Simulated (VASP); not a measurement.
# KTaO3 (Pm-3m) in VASP: notebook

One crystal, KTaO3, is run at these levels: PBE; tasks: single point.

Everything below comes from runs of VASP 6.6.1. Logs are shortened: lines on timing, memory, paths and dates and some standing lists are left out, and cuts for length are marked.

## Step 1: The structure

The structure is cubic, space group Pm-3m (No. 221). Conventional cell: a = 3.990 Å, b = 3.990 Å, c = 3.990 Å, α = 90.00°, β = 90.00°, γ = 90.00°. K (site symmetry m-3m) is surrounded by 12 O at 2.82 Å. Ta (site symmetry m-3m) has 6 O at 2.00 Å as nearest neighbours. O (site symmetry 4/mmm) is surrounded by 2 Ta at 2.00 Å.

The cell was built by a generator and needn't be a form met in nature.

## Step 2: Single point, PBE

Input file INCAR:

```
ALGO     = Normal         # electronic algorithm
EDIFF    = 1E-7           # SCF threshold, eV
ENCUT    = 520            # plane-wave cutoff, eV
GGA      = PE             # functional
ISIF     = 2              # what is computed and relaxed
ISMEAR   = 0              # smearing method
LASPH    = T              # aspherical terms in the spheres
LCHARG   = F              # write CHGCAR
LREAL    = F              # projectors in reciprocal space
LWAVE    = F              # write WAVECAR
NBANDS   = 27             # bands
NELM     = 100            # most SCF steps
PREC     = Accurate       # precision mode
SIGMA    = 0.01           # smearing width, eV
```

Input file KPOINTS:

```
k-points
0
Gamma
  6 6 6
```

Input file POSCAR:

```
KTaO3
1.0
    3.9901311083      0.0000000000      0.0000000000
    0.0000000000      3.9901311083      0.0000000000
    0.0000000000      0.0000000000      3.9901311083
K Ta O
1 1 3
Direct
    0.0000000000      0.0000000000      0.0000000000
    0.5000000000      0.5000000000      0.5000000000
    0.5000000000      0.5000000000      0.0000000000
    0.5000000000      0.0000000000      0.5000000000
    0.0000000000      0.5000000000      0.5000000000
```

Potentials or basis: VASP PAW PBE potentials, release 64 (K_sv, Ta_pv, O).

Launch:

```sh
$ cat potpaw_PBE.64/K_sv/POTCAR potpaw_PBE.64/Ta_pv/POTCAR potpaw_PBE.64/O/POTCAR > POTCAR
$ mpirun -np 1 vasp_std > vasp.out
```

OUTCAR:

```text
EDIFF = 1E-7
   ENCUT = 520
   GGA = PE
   ISIF = 2
   ISMEAR = 0
   LASPH = T
   LREAL = F
   NELM = 100
   PREC = Accurate

 ion  position               nearest neighbor table
   1  0.000  0.000  0.000-   3 2.82   4 2.82   5 2.82   4 2.82   5 2.82   3 2.82   5 2.82   5 2.82
                             3 2.82   4 2.82   4 2.82   3 2.82   2 3.46   2 3.46   2 3.46   2 3.46
   2  0.500  0.500  0.500-   3 2.00   4 2.00   5 2.00   3 2.00   4 2.00   5 2.00   1 3.46   1 3.46
                             1 3.46   1 3.46   1 3.46   1 3.46   1 3.46   1 3.46
   3  0.500  0.500  0.000-   2 2.00   2 2.00   1 2.82   1 2.82   1 2.82   1 2.82
   4  0.500  0.000  0.500-   2 2.00   2 2.00   1 2.82   1 2.82   1 2.82   1 2.82
   5  0.000  0.500  0.500-   2 2.00   2 2.00   1 2.82   1 2.82   1 2.82   1 2.82

  LATTYP: Found a simple cubic cell.
 ALAT       =     3.9901311083

  Lattice vectors:

 A1 = (   3.9901311083,   0.0000000000,   0.0000000000)
 A2 = (   0.0000000000,   3.9901311083,   0.0000000000)
 A3 = (   0.0000000000,   0.0000000000,   3.9901311083)

Analysis of symmetry for initial positions (statically):
=====================================================================
 Subroutine PRICEL returns:
 Original cell was already a primitive cell.

 Routine SETGRP: Setting up the symmetry group for a
 simple cubic supercell.

 Subroutine GETGRP returns: Found 48 space group operations
 (whereof 48 operations were pure point group operations)
 out of a pool of 48 trial point group operations.

The static configuration has the point symmetry O_h .

Analysis of symmetry for dynamics (positions and initial velocities):
=====================================================================
 Subroutine PRICEL returns:
 Original cell was already a primitive cell.

 Routine SETGRP: Setting up the symmetry group for a
 simple cubic supercell.

 Subroutine GETGRP returns: Found 48 space group operations
 (whereof 48 operations were pure point group operations)
 out of a pool of 48 trial point group operations.

The dynamic configuration has the point symmetry O_h .

 Subroutine INISYM returns: Found 48 space group operations
 (whereof 48 operations are pure point group operations),
 and found     1 'primitive' translations

----------------------------------------------------------------------------------------

                                     Primitive cell

  volume of cell :      63.5275

  direct lattice vectors                    reciprocal lattice vectors
     3.990131108  0.000000000  0.000000000     0.250618331  0.000000000  0.000000000
     0.000000000  3.990131108  0.000000000     0.000000000  0.250618331  0.000000000
     0.000000000  0.000000000  3.990131108     0.000000000  0.000000000  0.250618331

  length of vectors
     3.990131108  3.990131108  3.990131108     0.250618331  0.250618331  0.250618331

  position of ions in fractional coordinates (direct lattice)
     0.000000000  0.000000000  0.000000000
     0.500000000  0.500000000  0.500000000
     0.500000000  0.500000000  0.000000000
     0.500000000  0.000000000  0.500000000
     0.000000000  0.500000000  0.500000000

  ion indices of the primitive-cell ions
   primitive index   ion index
                 1           1
                 2           2
                 3           3
                 4           4
                 5           5

----------------------------------------------------------------------------------------

 KPOINTS: k-points

Automatic generation of k-mesh.
 Grid dimensions read from file:
 generate k-points for:    6    6    6

 Generating k-lattice:

  Cartesian coordinates                     Fractional coordinates (reciprocal lattice)
     0.041769722  0.000000000  0.000000000     0.166666667  0.000000000  0.000000000
     0.000000000  0.041769722  0.000000000     0.000000000  0.166666667  0.000000000
     0.000000000  0.000000000  0.041769722     0.000000000  0.000000000  0.166666667

  Length of vectors
     0.041769722  0.041769722  0.041769722

  Shift w.r.t. Gamma in fractional coordinates (k-lattice)
     0.000000000  0.000000000  0.000000000

 Subroutine IBZKPT returns following result:
 ===========================================

 Found     20 irreducible k-points:

 Following reciprocal coordinates:
            Coordinates               Weight
  0.000000  0.000000  0.000000      1.000000
  0.166667  0.000000  0.000000      6.000000
  0.333333  0.000000  0.000000      6.000000
  0.500000  0.000000  0.000000      3.000000
  0.166667  0.166667  0.000000     12.000000
  0.333333  0.166667  0.000000     24.000000
[... 12 lines left out ...]
  0.500000  0.500000  0.333333      6.000000
  0.500000  0.500000  0.500000      1.000000
   k-points           NKPTS =     20   k-points in BZ     NKDIM =     20   number of bands    NBANDS=     27
   number of dos      NEDOS =    301   number of ions     NIONS =      5
   total plane-waves  NPLWV =  27000
   dimension x,y,z NGX =    30 NGY =   30 NGZ =   30
   dimension x,y,z NGXF=    60 NGYF=   60 NGZF=   60
   ions per type =               1   1   3
   NGX,Y,Z   is equivalent  to a cutoff of  12.50, 12.50, 12.50 a.u.
   NGXF,Y,Z  is equivalent  to a cutoff of  25.00, 25.00, 25.00 a.u.
 SYSTEM =  unknown system
   PREC   = accura    normal or accurate (medium, high low for compatibility)
   ISTART =      0    job   : 0-new  1-cont  2-samecut
   ICHARG =      2    charge: 1-file 2-atom 10-const
   ISPIN  =      1    spin polarized calculation?
   LNONCOLLINEAR =      F non collinear calculations
   LSORBIT =      F    spin-orbit coupling
   LASPH  =      T    aspherical Exc in radial PAW
   ENCUT  =  520.0 eV  38.22 Ry    6.18 a.u.   7.42  7.42  7.42*2*pi/ulx,y,z
   NELM   =    100;   NELMIN=  2; NELMDL= -5     # of ELM steps
   EDIFF  = 0.1E-06   stopping-criterion for ELM
   LREAL  =      F    real-space projection
   EDIFFG = 0.1E-05   stopping-criterion for IOM
   NSW    =      0    number of steps for IOM
   IBRION =     -1    ionic relax: 0-MD 1-quasi-New 2-CG
   NFREE  =      0    steps in history (QN), initial steepest desc. (CG)
   ISIF   =      2    stress and relaxation
   ISYM   =      2    0-nonsym 1-usesym 2-fastsym
   POTIM  = 0.5000    time-step for ionic-motion
   TEBEG  =    0.0;   TEEND  =   0.0 temperature during run
   PSTRESS=    0.0 pullay stress
   NELECT =      38.0000    total number of electrons
   NUPDOWN=      -1.0000    fix difference up-down
   EMIN   =  10.00;   EMAX   =-10.00  energy-range for DOS
   EFERMI =   0.00;   METHOD = LEGACY
   ISMEAR =     0;   SIGMA  =   0.01  broadening in eV -4-tet -1-fermi 0-gaus
   EFERMI_NEDOS =   21; number of points for ismear=-14 and -15
   IALGO  =     38    algorithm
   IMIX   =      4    mixing-type and parameters
     AMIX     =   0.40;   BMIX     =  1.00
     AMIX_MAG =   1.60;   BMIX_MAG =  1.00
  volume/ion in A,a.u.               =      12.71        85.74
  Fermi-wavevector in a.u.,A,eV,Ry     =   1.379375  2.606640 25.887452  1.902674
  Thomas-Fermi vector in A             =   2.504350
   LORBIT       =      0    0 simple, 1 ext, 2 COOP (PROOUT), +10 PAW based schemes
   GGA     = PE    functional components
   LHFCALC =     F    Hartree Fock is set to
   AEXX    =    0.0000 exact exchange contribution
   IVDW    =     0    specifies the selected vdW correction
   LEPSILON=     F    determine dielectric tensor
   LRPA    =     F    only Hartree local field effects (RPA)
 non-spin polarized calculation
 Gauss-broadening in eV      SIGMA  =   0.01
  energy-cutoff  :      520.00
  volume of cell :       63.53
 maximum number of plane-waves:      1743
 NGX is ok and might be reduce to    30
   NGX = 15   NGY = 15   NGZ = 15

 number of electron      37.9999976 magnetization

 Free energy of the ion-electron system (eV)
  ---------------------------------------------------
  ext. energy  EPLUGINS =         0.00000000
  ---------------------------------------------------
  free energy    TOTEN  =       -41.03232317 eV

  energy without entropy =      -41.03232317  energy(sigma->0) =      -41.03232317

 E-fermi :   1.8763     XC(G=0): -10.8667

 val. band max:        1.7932771559   @ k =   0.5000   0.5000   0.5000
 cond. band min:       3.9648722352   @ k =   0.0000   0.0000   0.0000
 fundamental gap:      2.1715950793
 Fermi energy:         1.8762905483

 k-point     1 :       0.0000    0.0000    0.0000
  band No.  band energies     occupation
      1     -32.3384      2.00000
      2     -32.3384      2.00000
      3     -32.3384      2.00000
      4     -25.5311      2.00000
      5     -15.7536      2.00000
      6     -15.0476      2.00000
[... 19 lines left out ...]
     26       9.8564      0.00000
     27       9.8564      0.00000

 k-point     2 :       0.1667    0.0000    0.0000
  band No.  band energies     occupation
      1     -32.3612      2.00000
      2     -32.3375      2.00000
      3     -32.3375      2.00000
      4     -25.5242      2.00000
      5     -15.6848      2.00000
      6     -15.0417      2.00000
[... 19 lines left out ...]
     26      10.1957      0.00000
     27      10.2802      0.00000

 k-point     3 :       0.3333    0.0000    0.0000
  band No.  band energies     occupation
      1     -32.4062      2.00000
      2     -32.3358      2.00000
      3     -32.3358      2.00000
      4     -25.5104      2.00000
      5     -15.6441      2.00000
      6     -15.0303      2.00000
[... 19 lines left out ...]
     26      10.9165      0.00000
     27      11.8136      0.00000

 k-point     4 :       0.5000    0.0000    0.0000
  band No.  band energies     occupation
      1     -32.4284      2.00000
      2     -32.3349      2.00000
      3     -32.3349      2.00000
      4     -25.5035      2.00000
      5     -15.6487      2.00000
      6     -15.0241      2.00000
[... 19 lines left out ...]
     26      11.3046      0.00000
     27      12.2616      0.00000

 k-point     5 :       0.1667    0.1667    0.0000
  band No.  band energies     occupation
      1     -32.3605      2.00000
      2     -32.3599      2.00000
      3     -32.3367      2.00000
      4     -25.5181      2.00000
      5     -15.5881      2.00000
      6     -14.9432      2.00000
[... 19 lines left out ...]
     26      10.5173      0.00000
     27      10.6375      0.00000

 k-point     6 :       0.3333    0.1667    0.0000
  band No.  band energies     occupation
      1     -32.4051      2.00000
      2     -32.3584      2.00000
      3     -32.3350      2.00000
      4     -25.5060      2.00000
      5     -15.5118      2.00000
      6     -14.9055      2.00000
[... 324 lines left out ...]
      1     -32.4004      2.00000
      2     -32.3999      2.00000
      3     -32.3999      2.00000
      4     -25.4855      2.00000
      5     -14.6531      2.00000
      6     -14.3882      2.00000
[... 19 lines left out ...]
     26      13.0591      0.00000
     27      13.0945      0.00000

 k-point    18 :       0.5000    0.3333    0.3333
  band No.  band energies     occupation
      1     -32.4220      2.00000
      2     -32.3992      2.00000
      3     -32.3989      2.00000
      4     -25.4816      2.00000
      5     -14.5610      2.00000
      6     -14.3716      2.00000
[... 19 lines left out ...]
     26      13.0583      0.00000
     27      13.2330      0.00000

 k-point    19 :       0.5000    0.5000    0.3333
  band No.  band energies     occupation
      1     -32.4210      2.00000
      2     -32.4210      2.00000
      3     -32.3981      2.00000
      4     -25.4778      2.00000
      5     -14.4473      2.00000
      6     -14.1425      2.00000
[... 19 lines left out ...]
     26      12.9357      0.00000
     27      13.4322      0.00000

 k-point    20 :       0.5000    0.5000    0.5000
  band No.  band energies     occupation
      1     -32.4200      2.00000
      2     -32.4200      2.00000
      3     -32.4200      2.00000
      4     -25.4740      2.00000
      5     -14.1206      2.00000
      6     -14.1206      2.00000
[... 19 lines left out ...]
     26      12.6450      0.00000
     27      13.9763      0.00000

------------------------ aborting loop because EDIFF is reached ----------------------------------------

  FORCE on cell =-STRESS in cart. coord.  units (eV):
  Direction    XX          YY          ZZ          XY          YZ          ZX
  --------------------------------------------------------------------------------------
  -------------------------------------------------------------------------------------
  Total        2.2927650      2.2927650      2.2927650      0.0000000      0.0000000     -0.0000000
  in kB       57.8240667     57.8240667     57.8240667      0.0000000      0.0000000     -0.0000000
  external PRESSURE =      57.8240667 kB  Pullay stress =       0.0000000 kB

 VOLUME and BASIS-vectors are now :
 -----------------------------------------------------------------------------
  energy-cutoff  :      520.00
  volume of cell :       63.53
      direct lattice vectors                 reciprocal lattice vectors
     3.990131108  0.000000000  0.000000000     0.250618331  0.000000000  0.000000000
     0.000000000  3.990131108  0.000000000     0.000000000  0.250618331  0.000000000
     0.000000000  0.000000000  3.990131108     0.000000000  0.000000000  0.250618331

 POSITION                                       TOTAL-FORCE (eV/Angst)
 -----------------------------------------------------------------------------------
      0.00000      0.00000      0.00000         0.000000      0.000000      0.000000
      1.99507      1.99507      1.99507         0.000000      0.000000      0.000000
      1.99507      1.99507      0.00000         0.000000      0.000000      0.000000
      1.99507      0.00000      1.99507         0.000000      0.000000      0.000000
      0.00000      1.99507      1.99507         0.000000      0.000000      0.000000
 -----------------------------------------------------------------------------------
    total drift:                                0.000000      0.000000     -0.000000

  FREE ENERGIE OF THE ION-ELECTRON SYSTEM (eV)
  ---------------------------------------------------
  free  energy   TOTEN  =       -41.0323231656 eV

  energy  without entropy=      -41.0323231656  energy(sigma->0) =      -41.03232317
```

Run time: 21 s. Hardware: 1 thread of Intel Xeon Platinum 8488C (Sapphire Rapids), shared host; peak memory 0.18 GiB.

Results:

| Quantity | Value |
| --- | --- |
| Free energy | -41.0323 eV |
| Pressure | 5.8 GPa |
| Band gap on the k mesh | 2.17 eV, indirect (least direct gap 2.79 eV) |

Levels at points of the mesh, in eV from the valence-band top:
```tsv
k point	band 15	band 16	band 17	band 18	band 19	band 20	band 21	band 22	band 23	band 24
(0.00, 0.00, 0.00)	-1.06	-1.06	-0.62	-0.62	-0.62	2.17	2.17	2.17	6.61	6.75
(0.50, 0.00, 0.00)	-2.32	-2.13	-1.51	-0.85	-0.85	2.33	5.01	5.01	6.78	8.46
(0.50, 0.50, 0.00)	-2.82	-1.65	-1.43	-1.43	-0.04	5.05	5.05	6.33	7.65	10.09
(0.50, 0.50, 0.50)	-3.90	-3.90	0.00	0.00	0.00	6.46	6.46	6.46	8.91	8.91
```

Caveat: spin-orbit coupling is left out, which moves the levels of the heavy elements.

## Step 3: Single point, PBE

Input file INCAR:

```
SYSTEM = KTaO3
PREC     = Accurate       ! precision mode
ENCUT    = 520            ! plane-wave cutoff, eV
EDIFF    = 1E-6           ! SCF threshold, eV
ISMEAR   = 0              ! smearing method
SIGMA    = 0.01           ! smearing width, eV
LREAL    = .FALSE.        ! projectors in reciprocal space
LASPH    = .TRUE.         ! aspherical terms in the spheres
NELM     = 100            ! most SCF steps
ALGO     = Fast           ! electronic algorithm
ISIF     = 2              ! what is computed and relaxed
LWAVE    = .FALSE.        ! write WAVECAR
LCHARG   = .FALSE.        ! write CHGCAR
GGA      = PE             ! functional
NBANDS   = 27             ! bands
```

Input file KPOINTS:

```
Automatic mesh
0
G
  6 6 6
  0 0 0
```

POSCAR is that of step 2.

Potentials or basis: VASP PAW PBE potentials, release 64 (K_sv, Ta_pv, O).

Launch:

```sh
$ cat potpaw_PBE.64/K_sv/POTCAR potpaw_PBE.64/Ta_pv/POTCAR potpaw_PBE.64/O/POTCAR > POTCAR
$ mpirun -np 1 vasp_std > vasp.out
```

Wall time 37 s (1 thread of Intel Xeon Platinum 8488C (Sapphire Rapids), shared host); peak memory 0.17 GiB.

It converged, with:

- Free energy: -41.0323 eV
- Pressure: 5.8 GPa
- Band gap on the k mesh: 2.17 eV, indirect (least direct gap 2.79 eV)

Levels at points of the mesh, in eV from the valence-band top:
| k point | band 15 | band 16 | band 17 | band 18 | band 19 | band 20 | band 21 | band 22 | band 23 | band 24 |
| --- | --- | --- | --- | --- | --- | --- | --- | --- | --- | --- |
| (0.00, 0.00, 0.00) | -1.06 | -1.06 | -0.62 | -0.62 | -0.62 | 2.17 | 2.17 | 2.17 | 6.61 | 6.75 |
| (0.50, 0.00, 0.00) | -2.32 | -2.13 | -1.51 | -0.85 | -0.85 | 2.33 | 5.01 | 5.01 | 6.78 | 8.46 |
| (0.50, 0.50, 0.00) | -2.82 | -1.65 | -1.43 | -1.43 | -0.04 | 5.05 | 5.05 | 6.33 | 7.65 | 10.09 |
| (0.50, 0.50, 0.50) | -3.90 | -3.90 | 0.00 | 0.00 | 0.00 | 6.46 | 6.46 | 6.46 | 8.91 | 8.91 |

Caveat: spin-orbit coupling is left out, which moves the levels of the heavy elements.
